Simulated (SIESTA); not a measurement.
# BeTe under changes of volume

One of the cells (21.254 Å³/atom); the others are scaled copies at fixed shape and fractional positions:

```
CELL_PARAMETERS angstrom
0.00000 2.77000 2.77000
2.77000 0.00000 2.77000
2.77000 2.77000 0.00000
ATOMIC_POSITIONS crystal
Te 0.75000 0.75000 0.75000
Be 0.00000 0.00000 0.00000
```

| Quantity | Value |
| --- | --- |
| Program | SIESTA 5.4.2 |
| Functional | PBE |
| Potentials or basis | PseudoDojo 0.4 standard (PBE files) |
| Basis | TZDP (energy shift 0.002 Ry) |
| Grid cutoff | 800 Ry |
| Energy shift | 0.002 Ry |
| k mesh | 8 × 8 × 8 |
| Occupations | fermi-dirac, width 0.05 eV |
| Spin | no spin polarisation |

```csv
volume (Å³/atom),energy over the lowest point (meV/atom),pressure (GPa),gap on the mesh (eV)
19.979,79.75,10.3,1.72
20.404,53.59,8.9,1.78
20.829,35.32,5.3,1.82
21.254,?,?,?
21.679,14.77,3.7,1.92
22.104,5.43,3.1,1.96
22.529,0.00,0.8,2.01
```

Question: What does the run at 21.254 Å³/atom give?

Answer: Energy over the lowest point 24.23 meV/atom; pressure 3.5 GPa; gap on the mesh 1.87 eV.

Worked out: A Birch-Murnaghan fit of order 3 (a polynomial in V^(-2/3)) to the other rows has no minimum within the range. It gives 22.94 meV/atom at 21.254 Å³/atom, against the run's 24.23, and -dE/dV = 4.0 GPa, against 3.5. A straight line through the other rows of the gap, of slope 2.37 eV per unit of ln V, gives 1.87 eV, against the run's 1.87.

Energies are extrapolated to zero smearing.

Caveats: semicore shells carry a single zeta, which can move pressures by several GPa and volumes by a few percent; spin-orbit coupling is left out, which moves the levels of the heavy elements; the basis of atomic orbitals isn't converged, which shifts pressures, moduli and gaps.

A mesh can miss the band edges.
